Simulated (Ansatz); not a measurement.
Ansatz (a program for electronic structure) input:

Ansatz 0.2 input:
```yaml
crystal:
  lattice:
    - [2.1447506332, 1.2382723554, 3.5016506243]
    - [-2.1447506332, 1.2382723554, 3.5016506243]
    - [0.0, -2.4765447109, 3.5016506243]
  atoms:
    - { symbol: Zn, position: [0.0266694786, 0.0266694786, 0.0266694786] }
    - { symbol: Te, position: [0.776657188, 0.776657188, 0.776657188] }
kpoints:
  mp_grid: { grid: [6, 6, 6] }
hamiltonian:
  xc: hse06
  pseudopotentials: { kind: paw }
scf:
  n_extra_bands: 6
  occupations: { method: fixed }
output:
  eigenvalues: true
  eigenstates:
    e_range: [-9.0, 9.9]
    kpoints:
      - [0.0, 0.0, 0.0]  # VBM
      - [0.0, 0.0, 0.0]  # CBM
      - [0.0, 0.0, 0.0]  # GAMMA
      - [0.5, 0.5, 0.5]  # T
      - [0.5, 0.0, 0.0]  # L
      - [0.5, 0.0, 0.5]  # F
      - [0.3750169579, -0.3750169579, 0.0]  # S_0
      - [0.6249830421, 0.0, 0.3750169579]  # S_2
      - [0.5, -0.2500339157, 0.2500339157]  # H_0
      - [0.7499660843, 0.2500339157, 0.5]  # H_2
```

Output (shortened):

```
Pseudopotential: Zn, paw, valence charge 12
Pseudopotential: Te, paw, valence charge 16
Functional definition: HSE06
davidson cushion auto → on  (no smearing: the cushion is to keep the highest requested band from converging to the state above it …
Crystal: 2 atoms, lattice volume = 55.798 Å³
Basis set: ecut = 420 eV, 1067 PW (Γ)
Bands: 20, of which v1, the nominal top of the filled ones, is band 14 counted from 1 (13 counted from 0)
Symmetry: 6 space group operations
Space group: R3m (ITA 160), of the structure as read, at distance tolerance 3.8e-5 Å
k-points: 32 of 216 (time reversal used)
SCF iter   1: F=—  HF=-10299.893018 eV  |F-HF|=—  |Δ(HF+E_count)|=         —  Δρ=1.56e-3  dr2=1.42e-3  ethr=1.77e-3  ⟨swp⟩=10.3  Hψ=3338  notcnv=0
preconditioner: auto → none
SCF iter   2: F=—  HF=-10299.892975 eV  |F-HF|=—  |Δ(HF+E_count)|=   4.25e-5  Δρ=1.20e-3  dr2=5.86e-4  ethr=5.06e-6  ⟨swp⟩=5.2  Hψ=2449  notcnv=0  defer=5
iter 3 solved again at ethr=1.05e-7 eV; its pass at ethr=2.09e-6 eV (dr2=2.94e-5 eV) is discarded
SCF iter   3: F=-10299.892768 eV  HF=-10299.892750 eV  |F-HF|=1.75e-5  |Δ(HF+E_count)|=   2.25e-4  Δρ=2.16e-4  dr2=2.96e-5  ethr=1.05e-7  ⟨swp⟩=2.2  Hψ=3232  notcnv=0  defer=1
SCF 1 stopped early in 3 iterations: F = -10299.892768 eV  dr2 = 2.96e-5
Crystal: 2 atoms, lattice volume = 55.798 Å³
Exchange kernel: α = 0.2500, screened, ω = 0.2079 Å⁻¹, Wigner–Seitz truncation, v(0) = 1046.8317 eV·Å³, q-mesh 6×6×6, nearest image of the exchange supercell L …
Frozen-core exchange: fock
SCF iter   1: F=—  HF=-10304.512517 eV  |F-HF|=—  |Δ(HF+E_count)|=         —  Δρ=1.88e-2  dr2=9.98e-2  ethr=1.06e-6  ⟨swp⟩=7.5  Hψ=3486  notcnv=0
preconditioner: auto → none
SCF iter   2: F=—  HF=-10304.485692 eV  |F-HF|=—  |Δ(HF+E_count)|=   2.68e-2  Δρ=2.92e-3  dr2=7.55e-3  ethr=1.06e-6  ⟨swp⟩=5.0  Hψ=2752  notcnv=0
SCF iter   3: F=—  HF=-10304.478814 eV  |F-HF|=—  |Δ(HF+E_count)|=   6.88e-3  Δρ=2.93e-3  dr2=3.17e-3  ethr=1.06e-6  ⟨swp⟩=4.1  Hψ=2360  notcnv=0
SCF iter   4: F=—  HF=-10304.478706 eV  |F-HF|=—  |Δ(HF+E_count)|=   1.08e-4  Δρ=5.35e-4  dr2=1.39e-3  ethr=1.06e-6  ⟨swp⟩=3.4  Hψ=1841  notcnv=0
SCF iter   5: F=—  HF=-10304.489011 eV  |F-HF|=—  |Δ(HF+E_count)|=   1.03e-2  Δρ=1.71e-3  dr2=8.25e-4  ethr=3.74e-7  ⟨swp⟩=4.6  Hψ=2397  notcnv=0
SCF iter   6: F=—  HF=-10304.488721 eV  |F-HF|=—  |Δ(HF+E_count)|=   2.90e-4  Δρ=1.29e-4  dr2=2.96e-5  ethr=3.74e-7  ⟨swp⟩=4.0  Hψ=2047  notcnv=0
SCF iter   7: F=—  HF=-10304.488867 eV  |F-HF|=—  |Δ(HF+E_count)|=   1.46e-4  Δρ=2.08e-4  dr2=1.42e-5  ethr=2.24e-8  ⟨swp⟩=4.8  Hψ=2194  notcnv=0
SCF iter   8: F=-10304.488862 eV  HF=-10304.488862 eV  |F-HF|=3.71e-8  |Δ(HF+E_count)|=   4.79e-6  Δρ=1.42e-5  dr2=1.04e-6  ethr=2.24e-8  ⟨swp⟩=3.0  Hψ=1745  notcnv=0
SCF 2 stopped early in 8 iterations: F = -10304.488862 eV  dr2 = 1.04e-6
hybrid outer 1: dexx = +1.111e-2 eV, tail = 8.47e-5 eV
Crystal: 2 atoms, lattice volume = 55.798 Å³
Exchange kernel: α = 0.2500, screened, ω = 0.2079 Å⁻¹, Wigner–Seitz truncation, v(0) = 1046.8317 eV·Å³, q-mesh 6×6×6, nearest image of the exchange supercell L …
Frozen-core exchange: fock
SCF iter   1: F=—  HF=-10304.488460 eV  |F-HF|=—  |Δ(HF+E_count)|=         —  Δρ=8.43e-5  dr2=2.37e-6  ethr=1.51e-6  ⟨swp⟩=2.5  Hψ=1425  notcnv=0
preconditioner: auto → none
SCF iter   2: F=—  HF=-10304.488461 eV  |F-HF|=—  |Δ(HF+E_count)|=   1.07e-6  Δρ=2.58e-5  dr2=3.67e-7  ethr=7.68e-9  ⟨swp⟩=4.1  Hψ=2047  notcnv=0
SCF iter   3: F=-10304.488461 eV  HF=-10304.488461 eV  |F-HF|=4.68e-9  |Δ(HF+E_count)|=   6.00e-8  Δρ=9.37e-6  dr2=2.94e-8  ethr=9.14e-10  ⟨swp⟩=2.7  Hψ=1451  notcnv=0
SCF 3 converged in 3 iterations: F = -10304.488461 eV  dr2 = 2.94e-8
hybrid outer 2: dexx = +1.110e-6 eV, tail = 8.53e-8 eV, Δε = 3.40e-3 eV (about 1.79e-4 eV left of the loop's levels)
NSCF: frozen V_eff on 10 k-points
hybrid SCF converged: 2 outer / 11 inner (+3 warm-up), last move |dexx| = 1.11e-6 eV, tail = 8.53e-8 eV
Stability not checked (fock_operator)
Free energy (F): -10304.488461 eV
Frozen-core exchange: fock
Harris-Foulkes:  -10304.488461 eV  (|F-HF|=4.68e-9)
Internal energy: -10304.488461 eV  (E = F + TS)
E sigma→0 (E₀):  -10304.488461 eV
Fermi energy:    6.725434 eV
--- Per-component energies (eV) ---
  E_band       = -323.501570
  E_kinetic    = 311.394527
  E_local      = -3303.892068  (includes V_loc(G=0)·N_el)
  E_nonlocal   = 306.777168
  E_hartree    = 1683.372756
  E_xc         = -208.844965
  E_vxc        = -125.291360  (∫ρ·V_xc dr)
  E_exx        = -87.047525  (= α·E_x^exact, valence–valence)
  E_paw        = -6464.410859  (= ΣΔE_a)
  E_vpaw       = -705.141518  (= ΣTr[D̂ρ^β])
  E_aug_tail   = -0.000571  (compensation charges beyond the density's cutoff)
  E_ewald      = -2542.296882
  E_core_change = 0.459957  (= ΣΔE_core)
  E_smearing   =  0.000000  (= −TS)
  E_closure    =  0.000000  (closes the sum)
  Σ components = -10304.488461   (vs F -10304.488461, Δ=0.00e0)
  [band-id]    e_kinetic+e_local+e_nonlocal+2·e_hartree+e_vxc+2·e_exx+e_vpaw+e_augmentation_tail = -323.503360   (vs E_band -323.501570, Δ=-1.79e-3)
--- Band table (eV; the first three rows and the last of 32) ---
  k-point 0: bands = ["-31.7599", "-31.7599", "-31.7599", "-31.7466", "-31.7466", "-6.2119", "-2.0936", "-2.0936", "-2.0936", "-1.8768", "-1.8768", "6.7243", "6.7243", "6.7254", "9.0896", "12.0305", "12.0305", "12.0329", "15.1267", "17.4981"]
  k-point 1: bands = ["-31.7598", "-31.7597", "-31.7597", "-31.7465", "-31.7465", "-6.0031", "-2.0786", "-2.0785", "-2.0559", "-1.8785", "-1.8785", "4.7027", "6.4289", "6.4298", "9.9410", "12.4747", "12.4767", "12.5720", "16.3326", "16.3958"]
  k-point 2: bands = ["-31.7595", "-31.7591", "-31.7591", "-31.7463", "-31.7463", "-5.5252", "-2.0523", "-2.0523", "-1.8822", "-1.8772", "-1.8772", "2.2469", "5.9502", "5.9508", "9.6369", "12.7730", "12.7744", "14.8781", "16.0255", "16.9983"]
  k-point 31: bands = ["-31.7594", "-31.7589", "-31.7589", "-31.7462", "-31.7462", "-5.2468", "-2.0419", "-2.0419", "-1.8733", "-1.8733", "-1.6621", "1.0956", "5.7464", "5.7464", "9.4403", "12.6794", "12.6794", "15.1658", "17.6141", "18.9892"]
```

Cost: very roughly 2.6 core-minutes on shared cores.

The points marked VBM and CBM come from a semilocal run.

Space group F-43m (zinc blende). The PBEsol relaxation kept the symmetry of its start; of distortions, only those at the zone centre were tested. Point labels and valley counts follow the cell and symmetry of the run, lower than the named group. Scalar-relativistic: spin–orbit coupling is off unless named, which matters more the heavier the elements.

Potentials: the later of the program's two PAW sets.

Ansatz is a plane-wave DFT program.
